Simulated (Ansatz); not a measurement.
# SnTe2: the cell at several levels of theory

How does the equilibrium cell of SnTe2, 2H-MoS2 type depend on the functional? It is relaxed with PBE-D3(BJ) and r2SCAN+rVV10. This is a trial cell built on a prototype, not taken from a measured structure, and it needn't be the compound's ground state.

The runs shown are made with Ansatz 0.2.0. PAW datasets, plane waves, zero pressure. Note: simulated data, non-magnetic, for a generated structure that need not be the stable one.

**1. Starting point**

This is the cell as the run starts from it, not yet at rest; its lengths are not the crystal's.

Space group P6_3/mmc (No. 194), hexagonal; a = 3.747 Å, c = 13.383 Å in the conventional setting, 27.12 Å³ an atom. Sn has 6 Te at 2.83 Å; Te has 3 Sn at 2.83 Å.

Structure file:

```
CELL_PARAMETERS angstrom
3.74703 0.00000 0.00000
-1.87352 3.24502 0.00000
0.00000 0.00000 13.38304
ATOMIC_POSITIONS crystal
Sn 0.33333 0.66667 0.25000
Sn 0.66667 0.33333 0.75000
Te 0.66667 0.33333 0.38668
Te 0.66667 0.33333 0.11332
Te 0.33333 0.66667 0.88668
Te 0.33333 0.66667 0.61332
```

**2. Relaxing with PBE-D3(BJ)**

input.yaml reads:

```yaml
crystal:
  lattice:
    - [3.74703086, 0.0, 0.0]
    - [-1.87351543, 3.2450239135, 0.0]
    - [0.0, 0.0, 13.38303664]
  atoms:
    - { symbol: Sn, position: [0.3333333333, 0.6666666667, 0.25] }
    - { symbol: Sn, position: [0.6666666667, 0.3333333333, 0.75] }
    - { symbol: Te, position: [0.6666666667, 0.3333333333, 0.3866849101] }
    - { symbol: Te, position: [0.6666666667, 0.3333333333, 0.1133150899] }
    - { symbol: Te, position: [0.3333333333, 0.6666666667, 0.8866849101] }
    - { symbol: Te, position: [0.3333333333, 0.6666666667, 0.6133150899] }
kpoints:
  mp_grid: { grid: [12, 12, 2] }
hamiltonian:
  xc: pbe
  dispersion: d3bj
scf:
  occupations: { method: fermi_dirac, width: 0.02 }
relax:
  f_tol: 0.005
  cell: {}
```

On the command line:

```console
ansatz run input.yaml --threads 2 --pin off --max-ram 20275MiB --backend cpu --events-out ev --progress --plain --runs-dir out
```

Standard output:

```text
Engine: ansatz 0.2.0, x86_64-unknown-linux-gnu
Pseudopotentials: kind: paw
Pseudopotential: Sn, paw, valence charge 14, recommended cutoff 420 eV (normal), Sn.paw.azcp
Pseudopotential: Te, paw, valence charge 16, recommended cutoff 420 eV (normal), Te.paw.azcp
Functional definition: PBE
  parameter kappa = 0.804
  parameter beta = 0.06672455060314922
  exchange = pbe_x(kappa = kappa, mu = beta*pi^2/3)
  correlation = pbe_c(beta = beta)
Crystal: 6 atoms, lattice volume = 162.727 Å³
Basis set: ecut = 420 eV, 3177 PW (Γ), exchange–correlation on 54×54×180 points (8 copies of the dense FFT grid, shifted against one another)
Bands: 56, of which v1, the nominal top of the filled ones, is band 46 counted from 1 (45 counted from 0)
Symmetry: 24 space group operations
Space group: P63/mmc (ITA 194), of the structure as read, at distance tolerance 5.5e-5 Å
k-points: 38 of 288
Non-local potential: Sn, projectors of the file, l = 0: 2, l = 1: 2, l = 2: 2, l = 3: 2
Non-local potential: Te, projectors of the file, l = 0: 2, l = 1: 2, l = 2: 2, l = 3: 2
PAW form: soft (Blöchl's): semilocal exchange-correlation on the pseudo side does not see the compensation charge
PAW one-centre angular grid: Sn, 590 points (default); XC on 64 Gauss nodes
PAW one-centre angular grid: Te, 590 points (default); XC on 64 Gauss nodes
Initial density: superposition of atomic densities (neutral atoms: chi_scale 0, normalization atom), corrected by the library's trained network
Initial wavefunctions: pseudopotential atomic-orbital guess
Functional: x = pbe(κ = 0.804, μ = 0.2195149727645171), c = pbe(β = 0.06672455060314922)
SCF iter   1: F=—  HF=-39969.289875 eV  |F-HF|=—  |Δ(HF+E_count)|=         —  Δρ=2.24e-3  dr2=1.44e-2  ethr=1.77e-3  ⟨swp⟩=7.9  Hψ=8987  notcnv=0  defer=5
preconditioner: auto → Kerker (q_TF=auto, 2.481 Å⁻¹)  [metal: Δε(μ)=0.010 eV  Ē_g=9.087 eV  σ=0.020 eV  W_gap=0.12  n_scr=52 (ndim 8)  ℏωp=16.5 eV  f_vac=0.009  D(μ)=5.32/eV (n_scr^D=52)]
SCF iter   2: F=—  HF=-39969.286646 eV  |F-HF|=—  |Δ(HF+E_count)|=   3.23e-3  Δρ=1.48e-3  dr2=6.86e-3  ethr=1.56e-5  ⟨swp⟩=2.5  Hψ=4539  notcnv=0  defer=109
SCF iter   3: F=—  HF=-39969.287417 eV  |F-HF|=—  |Δ(HF+E_count)|=   7.71e-4  Δρ=5.96e-4  dr2=1.61e-3  ethr=7.46e-6  ⟨swp⟩=2.0  Hψ=3270  notcnv=0  defer=109
SCF iter   4: F=—  HF=-39969.287239 eV  |F-HF|=—  |Δ(HF+E_count)|=   1.78e-4  Δρ=3.91e-4  dr2=4.29e-4  ethr=1.76e-6  ⟨swp⟩=2.0  Hψ=2322  notcnv=0  defer=109
SCF iter   5: F=—  HF=-39969.287130 eV  |F-HF|=—  |Δ(HF+E_count)|=   1.09e-4  Δρ=1.24e-4  dr2=4.40e-5  ethr=4.66e-7  ⟨swp⟩=2.1  Hψ=3105  notcnv=0  defer=109
SCF iter   6: F=—  HF=-39969.287100 eV  |F-HF|=—  |Δ(HF+E_count)|=   3.03e-5  Δρ=8.43e-5  dr2=7.32e-6  ethr=4.78e-8  ⟨swp⟩=2.0  Hψ=3003  notcnv=0  defer=109
SCF iter   7: F=—  HF=-39969.287096 eV  |F-HF|=—  |Δ(HF+E_count)|=   3.91e-6  Δρ=2.80e-5  dr2=1.00e-6  ethr=7.96e-9  ⟨swp⟩=2.6  Hψ=3791  notcnv=0  defer=109
SCF iter   8: F=-39969.287095 eV  HF=-39969.287095 eV  |F-HF|=1.46e-8  |Δ(HF+E_count)|=   2.93e-7  Δρ=4.10e-6  dr2=3.22e-8  ethr=1.09e-10  ⟨swp⟩=3.4  Hψ=8793  notcnv=0
SCF 1 converged in 8 iterations: F = -39969.287095 eV  dr2 = 3.22e-8
relax step   1: F+E_penalty+E_count = -39969.28709548 eV  Δ(F+E_penalty+E_count) = +0.000e0 eV  max|allowed force component| = 2.073e0 eV/Å  Δτ_max = 0.0000 Å  P = +11.741 GPa  Ω = 162.727 Å³  (8 SCF iters, dr2 threshold 1.00e-7 eV, accepted)
Crystal: 6 atoms, lattice volume = 179.805 Å³
Basis set: ecut = 420 eV, 3561 PW (Γ), exchange–correlation on 54×54×180 points (8 copies of the dense FFT grid, shifted against one another)
Initial density: handed on by an earlier stage of this run
Initial wavefunctions: those handed on with the density
iter 1 solved again at ethr=1.35e-4 eV; its pass at ethr=3.10e-3 eV (dr2=1.24e-1 eV) is discarded
SCF iter   1: F=—  HF=-39970.543159 eV  |F-HF|=—  |Δ(HF+E_count)|=         —  Δρ=8.22e-3  dr2=1.21e-1  ethr=1.35e-4  ⟨swp⟩=2.7  Hψ=11576  notcnv=0
preconditioner: auto → Kerker (q_TF=auto, 2.440 Å⁻¹)  [metal: Δε(μ)=0.030 eV  Ē_g=8.322 eV  σ=0.020 eV  W_gap=0.34  n_scr=52 (ndim 8)  ℏωp=15.7 eV  f_vac=0.002  D(μ)=4.91/eV (n_scr^D=38)]
SCF iter   2: F=—  HF=-39970.538088 eV  |F-HF|=—  |Δ(HF+E_count)|=   5.07e-3  Δρ=5.13e-3  dr2=5.71e-2  ethr=1.32e-4  ⟨swp⟩=2.0  Hψ=2458  notcnv=0
SCF iter   3: F=—  HF=-39970.534319 eV  |F-HF|=—  |Δ(HF+E_count)|=   3.77e-3  Δρ=8.72e-4  dr2=3.02e-3  ethr=6.21e-5  ⟨swp⟩=3.2  Hψ=3159  notcnv=0
SCF iter   4: F=—  HF=-39970.534533 eV  |F-HF|=—  |Δ(HF+E_count)|=   2.14e-4  Δρ=3.06e-4  dr2=3.54e-4  ethr=3.28e-6  ⟨swp⟩=2.1  Hψ=2673  notcnv=0
SCF iter   5: F=—  HF=-39970.534541 eV  |F-HF|=—  |Δ(HF+E_count)|=   7.97e-6  Δρ=9.81e-5  dr2=2.47e-5  ethr=3.85e-7  ⟨swp⟩=2.8  Hψ=3598  notcnv=0
SCF iter   6: F=—  HF=-39970.534555 eV  |F-HF|=—  |Δ(HF+E_count)|=   1.39e-5  Δρ=2.50e-5  dr2=1.82e-6  ethr=2.69e-8  ⟨swp⟩=2.0  Hψ=2787  notcnv=0
SCF iter   7: F=-39970.534556 eV  HF=-39970.534556 eV  |F-HF|=1.38e-7  |Δ(HF+E_count)|=   1.23e-6  Δρ=1.14e-5  dr2=3.54e-7  ethr=6.52e-10  ⟨swp⟩=5.0  Hψ=6972  notcnv=0
SCF 2 converged in 7 iterations: F = -39970.534556 eV  dr2 = 3.54e-7
relax step   2: F+E_penalty+E_count = -39970.53455595 eV  Δ(F+E_penalty+E_count) = -1.247e0 eV  max|allowed force component| = 4.611e-2 eV/Å  Δτ_max = 0.1948 Å  P = -0.470 GPa  Ω = 179.805 Å³  energy of the carried Pulay correction = -4.661e-3 eV  (7 SCF iters, dr2 threshold 6.00e-7 eV, accepted)
Crystal: 6 atoms, lattice volume = 178.949 Å³
Basis set: ecut = 420 eV, 3523 PW (Γ), exchange–correlation on 54×54×180 points (8 copies of the dense FFT grid, shifted against one another)
iter 1 solved again at ethr=7.54e-6 eV; its pass at ethr=3.10e-3 eV (dr2=6.94e-3 eV) is discarded
SCF iter   1: F=—  HF=-39970.835471 eV  |F-HF|=—  |Δ(HF+E_count)|=         —  Δρ=1.95e-3  dr2=5.78e-3  ethr=7.54e-6  ⟨swp⟩=3.1  Hψ=12190  notcnv=0
preconditioner: auto → Kerker (q_TF=auto, 2.442 Å⁻¹)  [metal: Δε(μ)=0.023 eV  Ē_g=8.395 eV  σ=0.020 eV  W_gap=0.28  n_scr=52 (ndim 8)  ℏωp=15.7 eV  f_vac=0.002  D(μ)=7.34/eV (n_scr^D=64)]
SCF iter   2: F=—  HF=-39970.835462 eV  |F-HF|=—  |Δ(HF+E_count)|=   9.53e-6  Δρ=1.22e-3  dr2=2.38e-3  ethr=6.28e-6  ⟨swp⟩=1.0  Hψ=2128  notcnv=0
SCF iter   3: F=—  HF=-39970.835683 eV  |F-HF|=—  |Δ(HF+E_count)|=   2.22e-4  Δρ=1.78e-4  dr2=1.05e-4  ethr=2.59e-6  ⟨swp⟩=2.0  Hψ=2691  notcnv=0
SCF iter   4: F=—  HF=-39970.835746 eV  |F-HF|=—  |Δ(HF+E_count)|=   6.30e-5  Δρ=6.42e-5  dr2=1.76e-5  ethr=1.14e-7  ⟨swp⟩=2.1  Hψ=2635  notcnv=0
SCF iter   5: F=—  HF=-39970.835753 eV  |F-HF|=—  |Δ(HF+E_count)|=   6.32e-6  Δρ=2.37e-5  dr2=2.11e-6  ethr=1.91e-8  ⟨swp⟩=2.0  Hψ=2734  notcnv=0
SCF iter   6: F=-39970.835754 eV  HF=-39970.835754 eV  |F-HF|=1.76e-8  |Δ(HF+E_count)|=   8.87e-7  Δρ=6.80e-6  dr2=1.16e-7  ethr=6.52e-10  ⟨swp⟩=5.0  Hψ=7106  notcnv=0
SCF 3 converged in 6 iterations: F = -39970.835754 eV  dr2 = 1.16e-7
relax step   3: F+E_penalty+E_count = -39970.83575357 eV  Δ(F+E_penalty+E_count) = -3.012e-1 eV  max|allowed force component| = 4.117e-2 eV/Å  Δτ_max = 0.0437 Å  P = +0.054 GPa  Ω = 178.949 Å³  energy of the carried Pulay correction = -4.438e-3 eV  (6 SCF iters, dr2 threshold 6.00e-7 eV, accepted)
[... 11 lines left out ...]
relax step   4: F+E_penalty+E_count = -39970.99176135 eV  Δ(F+E_penalty+E_count) = -1.560e-1 eV  max|allowed force component| = 7.420e-3 eV/Å  Δτ_max = 0.0027 Å  P = +0.338 GPa  Ω = 181.745 Å³  energy of the carried Pulay correction = -5.161e-3 eV  (6 SCF iters, dr2 threshold 6.00e-7 eV, accepted)
[... 12 lines left out ...]
relax step   5: F+E_penalty+E_count = -39970.99243117 eV  Δ(F+E_penalty+E_count) = -6.698e-4 eV  max|allowed force component| = 3.735e-2 eV/Å  Δτ_max = 0.0092 Å  P = -0.053 GPa  Ω = 183.149 Å³  energy of the carried Pulay correction = -5.519e-3 eV  (6 SCF iters, dr2 threshold 6.00e-7 eV, accepted)
[... 9 lines left out ...]
relax step   6: F+E_penalty+E_count = -39970.99299317 eV  Δ(F+E_penalty+E_count) = -5.620e-4 eV  max|allowed force component| = 2.665e-5 eV/Å  Δτ_max = 0.0056 Å  P = +0.002 GPa  Ω = 182.858 Å³  energy of the carried Pulay correction = -5.445e-3 eV  (5 SCF iters, dr2 threshold 8.72e-8 eV, accepted)
[... 12 lines left out ...]
relax step   7: F+E_penalty+E_count = -39970.99942304 eV  Δ(F+E_penalty+E_count) = -6.430e-3 eV  max|allowed force component| = 7.929e-4 eV/Å  Δτ_max = 0.0000 Å  P = +0.032 GPa  Ω = 182.858 Å³  stress off target by 5.61e-2 GPa  SCF on the basis re-selected at this cell (its energy is not comparable with the rows above)  (7 SCF iters)
[... 10 lines left out ...]
relax step   8: F+E_penalty+E_count = -39970.99942322 eV  Δ(F+E_penalty+E_count) = -1.808e-7 eV  max|allowed force component| = 2.417e-3 eV/Å  Δτ_max = 0.0003 Å  P = +0.002 GPa  Ω = 183.078 Å³  energy of the carried Pulay correction = -3.860e-5 eV  (5 SCF iters, dr2 threshold 7.86e-9 eV, accepted)
iter 1 solved again at ethr=1.70e-7 eV; its pass at ethr=3.10e-3 eV (dr2=1.56e-4 eV) is discarded
SCF iter   1: F=—  HF=-39970.999446 eV  |F-HF|=—  |Δ(HF+E_count)|=         —  Δρ=2.58e-5  dr2=3.01e-8  ethr=1.70e-7  ⟨swp⟩=3.9  Hψ=14835  notcnv=0
eigensolver tolerance schedule: the retry pair's looser diagonalisation over-reported the residual by 5200.57 of it (diagonalisation noise at 0.40 of the residual, at the tolerance the schedule requests for it); recorded, not acted on — ethr = c·dr2/N_el stays at c = 1.0e-1
preconditioner: auto → Kerker (q_TF=auto, 2.433 Å⁻¹)  [metal: Δε(μ)=0.052 eV  Ē_g=8.388 eV  σ=0.020 eV  W_gap=0.50  n_scr=50 (ndim 8)  ℏωp=15.5 eV  f_vac=0.009  D(μ)=1.94/eV (n_scr^D=4)]
SCF iter   2: F=—  HF=-39970.999460 eV  |F-HF|=—  |Δ(HF+E_count)|=   1.35e-5  Δρ=1.31e-5  dr2=8.75e-9  ethr=3.27e-11  ⟨swp⟩=3.2  Hψ=4254  notcnv=0
SCF iter   3: F=—  HF=-39970.999465 eV  |F-HF|=—  |Δ(HF+E_count)|=   4.89e-6  Δρ=1.55e-6  dr2=8.22e-10  ethr=9.51e-12  ⟨swp⟩=1.9  Hψ=2322  notcnv=0
SCF iter   4: F=—  HF=-39970.999465 eV  |F-HF|=—  |Δ(HF+E_count)|=   6.43e-8  Δρ=3.12e-7  dr2=3.44e-10  ethr=1.00e-12  ⟨swp⟩=2.3  Hψ=2591  notcnv=0
SCF iter   5: F=-39970.999465 eV  HF=-39970.999465 eV  |F-HF|=5.09e-11  |Δ(HF+E_count)|=   1.13e-9  Δρ=1.09e-7  dr2=5.69e-11  ethr=1.00e-12  ⟨swp⟩=3.9  Hψ=7792  notcnv=0
SCF 9 converged in 5 iterations: F = -39970.999465 eV  dr2 = 5.69e-11
relax step   9: F+E_penalty+E_count = -39970.99946487 eV  Δ(F+E_penalty+E_count) = -4.165e-5 eV  max|allowed force component| = 2.410e-3 eV/Å  Δτ_max = 0.0000 Å  P = +0.002 GPa  Ω = 183.078 Å³  stress off target by 3.53e-2 GPa  SCF on the basis re-selected at this cell (its energy is not comparable with the rows above)  (5 SCF iters)
basis re-selected at this cell: Δ(F+E_penalty+E_count) = -4.165e-5 eV, ΔP = -0.000 GPa vs the last step (what re-selecting the basis moved, of the pressure what is left beyond the Pulay correction that the steps carried, after the strain that the cell walked since its last selection, with what the two solves' SCF thresholds leave and, on support functions, any second-order correction that the steps lacked; it is no measure of the basis error at this ecutwfc). This SCF's stress stands 3.53e-2 GPa from its target on what of the cell is left free (relax.cell.stress_tol is 5.00e-2 GPa) and its largest allowed force component is 2.41e-3 eV/Å (relax.f_tol is 5.00e-3 eV/Å): within both
SCF converged after 5 iterations
Free energy (F): -39970.999465 eV
Harris-Foulkes:  -39970.999465 eV  (|F-HF|=5.09e-11)
Internal energy: -39970.996359 eV  (E = F + TS)
E sigma→0 (E₀):  -39970.997912 eV
Entropy (-TS):   -0.003105 eV (-0.518 meV/atom)
Fermi energy:    9.822179 eV
--- Per-component energies (eV) ---
  E_band       = -1176.889600
  E_kinetic    = 1094.946561
  E_local      = -6578.603924  (includes V_loc(G=0)·N_el)
  E_nonlocal   = -1305.972713
  E_hartree    = 4224.652266
  E_xc         = -1262.605932
  E_vxc        = -608.868892  (∫ρ·V_xc dr)
  E_paw        = -26920.393478  (= ΣΔE_a)
  E_vpaw       = -2227.694402  (= ΣTr[D̂ρ^β])
  E_aug_tail   = -0.000763  (compensation charges beyond the density's cutoff)
  E_ewald      = -9220.433513
  E_disp       = -2.584864  (pairwise vdW)
  E_smearing   = -0.003105  (= −TS)
  E_closure    = -0.000000  (closes the sum)
  Σ components = -39970.999465   (vs F -39970.999465, Δ=0.00e0)
--- Forces (eV/Å), atoms counted from 1 ---
  atom   1  Sn     0.00000000     0.00000000     0.00000000
  atom   2  Sn    -0.00000000    -0.00000000    -0.00000000
  atom   3  Te     0.00000000     0.00000000     0.00240993
  atom   4  Te    -0.00000000    -0.00000000    -0.00240993
  atom   5  Te    -0.00000000     0.00000000     0.00240993
  atom   6  Te     0.00000000     0.00000000    -0.00240993
  max |Σ_I F_I| component: 1.73e-18 eV/Å
--- Stress (GPa, compression-positive) ---
       -0.014989      -0.000000      -0.000000
       -0.000000      -0.014989      -0.000000
       -0.000000      -0.000000       0.035333
  P = ⅓ Tr σ = 0.0018 GPa (0.018 kbar)
--- Relaxed structure (7 steps of the walk, 7 accepted, 2 SCFs on fresh bases) ---
  F+E_penalty+E_count = -39970.99946487 eV   max|allowed force component| = 2.410e-3 eV/Å   (the final SCF, on the basis selected at the relaxed cell)
  cell:  # Å, volume = 183.0779 Å³
    - [4.127327815377972, -4.2546292592441104e-33, -1.995222184406755e-18]
    - [-2.063663907688986, 3.574370737863453, 9.976110922033782e-19]
    - [-7.12621075102548e-18, 2.675281829169378e-33, 12.409876902243912]
  atoms:
    - { symbol: Sn, position: [0.3333333333333333, 0.6666666666666666, 0.25] }
    - { symbol: Sn, position: [0.6666666666666665, 0.3333333333333333, 0.7500000000000001] }
    - { symbol: Te, position: [0.6666666666666665, 0.3333333333333333, 0.4044164815586418] }
    - { symbol: Te, position: [0.6666666666666665, 0.3333333333333333, 0.09558351844135834] }
    - { symbol: Te, position: [0.3333333333333333, 0.6666666666666666, 0.9044164815586416] }
    - { symbol: Te, position: [0.3333333333333333, 0.6666666666666666, 0.5955835184413585] }
```

Wall time 46 s (2 threads of AMD EPYC 7R13 (Zen 3), shared host); peak memory 0.68 GiB.

Ionic steps:

```tsv
step	energy change (meV/atom)	largest force (eV/Å)	pressure (GPa)	volume (Å³/atom)
1	0.0	2.0735	11.74	27.121
2	-207.9	0.0461	-0.47	29.968
3	-258.1	0.0412	0.05	29.825
4	-284.1	0.0074	0.34	30.291
5	-284.2	0.0374	-0.05	30.525
6	-284.3	0.0000	0.00	30.476
7	-285.4	0.0008	0.03	30.476
8	-285.4	0.0024	0.00	30.513
9	-285.4	0.0024	0.00	30.513
```

Step 7 solves the same cell on a plane-wave basis chosen anew, so the energy can jump there without a move.

The table lists every geometry solved, with passes on a fresh basis, whose energies don't compare exactly with the rows above.

|  | before | after | change |
| --- | --- | --- | --- |
| a (Å) | 3.747 | 4.127 | +10.15 % |
| c (Å) | 13.383 | 12.410 | -7.27 % |
| volume (Å³/atom) | 27.121 | 30.513 | +12.51 % |
| shortest distance (Å) | 2.833 | 3.058 | +7.93 % |
| space group | P6_3/mmc | P6_3/mmc | same |

**3. Relaxation with r2SCAN+rVV10**

Start: the result of step 2.

input.yaml reads:

```yaml
crystal:
  lattice:
    - [4.1273278154, 0.0, 0.0]
    - [-2.0636639077, 3.5743707379, 0.0]
    - [0.0, 0.0, 12.4098769022]
  atoms:
    - { symbol: Sn, position: [0.3333333333, 0.6666666667, 0.25] }
    - { symbol: Sn, position: [0.6666666667, 0.3333333333, 0.75] }
    - { symbol: Te, position: [0.6666666667, 0.3333333333, 0.4044164816] }
    - { symbol: Te, position: [0.6666666667, 0.3333333333, 0.0955835184] }
    - { symbol: Te, position: [0.3333333333, 0.6666666667, 0.9044164816] }
    - { symbol: Te, position: [0.3333333333, 0.6666666667, 0.5955835184] }
kpoints:
  mp_grid: { grid: [6, 6, 2] }
hamiltonian:
  xc: r2scan
  dispersion: rvv10
scf:
  occupations: { method: fermi_dirac, width: 0.02 }
relax:
  f_tol: 0.005
  cell: {}
output:
  write_density: true
  write_potential: true
  elf: true
  volumetric_format: npy
```

On the command line:

```console
ansatz run input.yaml --threads 2 --pin off --max-ram 20275MiB --backend cpu --events-out ev --progress --plain --runs-dir out
```

Standard output, shortened:

```text
[...]
[... 1 set-up line as earlier in the session ...]
Pseudopotential: Sn, paw, valence charge 14, recommended cutoff 500 eV (meta_gga), Sn.paw.azcp
Pseudopotential: Te, paw, valence charge 16, recommended cutoff 500 eV (meta_gga), Te.paw.azcp
Functional definition: r2SCAN+rVV10
[...]
Crystal: 6 atoms, lattice volume = 183.078 Å³
Basis set: ecut = 500 eV, 4647 PW (Γ), exchange–correlation on 144×144×432 points (64 copies of the dense FFT grid, shifted against one another)
Bands: 56, of which v1, the nominal top of the filled ones, is band 46 counted from 1 (45 counted from 0)
[... 1 set-up line as earlier in the session ...]
Space group: P63/mmc (ITA 194), of the structure as read, at distance tolerance 5.7e-5 Å
k-points: 14 of 72
[...]
rVV10 density: all electrons in the spheres
[...]
  P = ⅓ Tr σ = 0.0200 GPa (0.200 kbar)
--- Band table (eV; the first three rows and the last of 14) ---
[...]
--- Relaxed structure (4 steps of the walk, 4 accepted, 1 SCFs on fresh bases) ---
  F+E_penalty+E_count = -40044.88418201 eV   max|allowed force component| = 9.213e-4 eV/Å   (the final SCF, on the basis selected at the relaxed cell)
  cell:  # Å, volume = 186.1224 Å³
    - [4.148705695805173, 0.0, 0.0]
    - [-2.0743528479025866, 3.592884525392476, 0.0]
    - [0.0, 0.0, 12.48655918969186]
  atoms:
    - { symbol: Sn, position: [0.3333333333333333, 0.6666666666666666, 0.25000000000000006] }
    - { symbol: Sn, position: [0.6666666666666666, 0.3333333333333333, 0.7500000000000002] }
    - { symbol: Te, position: [0.6666666666666666, 0.3333333333333333, 0.40198386931646607] }
    - { symbol: Te, position: [0.6666666666666666, 0.3333333333333333, 0.0980161306835339] }
    - { symbol: Te, position: [0.3333333333333333, 0.6666666666666666, 0.9019838693164663] }
    - { symbol: Te, position: [0.3333333333333333, 0.6666666666666666, 0.598016130683534] }
```

Run time: 54 s. Hardware: 2 threads of AMD EPYC 7R13 (Zen 3), shared host; peak memory 1.2 GiB.

The path of the relaxation:

```tsv
step	energy change (meV/atom)	largest force (eV/Å)	pressure (GPa)	volume (Å³/atom)
1	0.0	0.2132	0.61	30.513
2	-2.1	0.1074	-0.19	31.292
3	-3.0	0.0009	-0.06	31.061
4	-3.0	0.0009	0.02	31.020
5	-3.1	0.0009	0.02	31.020
```

The table lists every geometry solved, with passes on a fresh basis, whose energies don't compare exactly with the rows above.

|  | before | after | change |
| --- | --- | --- | --- |
| a (Å) | 4.127 | 4.149 | +0.52 % |
| c (Å) | 12.410 | 12.487 | +0.62 % |
| volume (Å³/atom) | 30.513 | 31.020 | +1.66 % |
| shortest distance (Å) | 3.058 | 3.056 | -0.06 % |
| space group | P6_3/mmc | P6_3/mmc | same |

Density in a lattice plane of the grid's cell (edges 4.15 and 12.49 Å, at 0.333 of the third edge), which holds Sn and Te.

Ten even steps from '0' (0.06 e/Å³) to '9' (15.05 e/Å³):
```
00000000
00000000
00000000
00000110
00001960
00000110
00000000
00000000
00000000
00000000
00000210
00001970
00000110
00000000
00000000
00000000
00000110
00001960
00000210
00000000
```
Columns run along the first of these edges and rows up along the second, over one cell in 8 and 20 even steps from the bottom left corner. Atoms in the plane (fractional): Sn at (0.67, 0.75), Te at (0.67, 0.40), Te at (0.67, 0.10).

ELF in the same plane.

Values, 12 rows by 6 columns:
```
0.62 0.64 0.62 0.14 0.03 0.14
0.48 0.56 0.48 0.32 0.30 0.32
0.32 0.09 0.32 0.22 0.00 0.22
0.48 0.57 0.48 0.32 0.30 0.32
0.62 0.64 0.62 0.14 0.03 0.14
0.20 0.26 0.20 0.51 0.58 0.51
0.62 0.06 0.62 0.37 0.01 0.37
0.48 0.23 0.48 0.55 0.42 0.55
0.32 0.31 0.31 0.15 0.09 0.15
0.48 0.23 0.48 0.55 0.40 0.55
0.62 0.06 0.62 0.37 0.01 0.37
0.19 0.25 0.19 0.53 0.60 0.53
```
Columns run along the first of these edges and rows up along the second, over one cell in 6 and 12 even steps from the bottom left corner. Atoms in the plane (fractional): Sn at (0.67, 0.75), Te at (0.67, 0.40), Te at (0.67, 0.10).

Both are smooth fields of the valence electrons: close to the nuclei they are not physical.

Maxima of ELF outside the ion cores: 0.68 on the Te–Sn line, 1.3 Å from Te; 0.66 beside Te, off the lines to its neighbours, 1.3 Å from Te.

**4. The cells side by side**

| level | a (Å) | c (Å) | volume (Å³/atom) | space group | SCF geometries |
| --- | --- | --- | --- | --- | --- |
| PBE-D3(BJ) | 4.127 | 12.410 | 30.513 | P6_3/mmc | 9 |
| r2SCAN+rVV10 | 4.149 | 12.487 | 31.020 | P6_3/mmc | 5 |

**Reading.** From the start to the first minimum the volume moved by +12.5 %. The volume runs from PBE-D3(BJ) (least) to r2SCAN+rVV10 (most), a spread of 1.7 %, or 0.6 % in length if all axes shared it alike. The meshes differ: PBE-D3(BJ) 12×12×2, r2SCAN+rVV10 6×6×2.
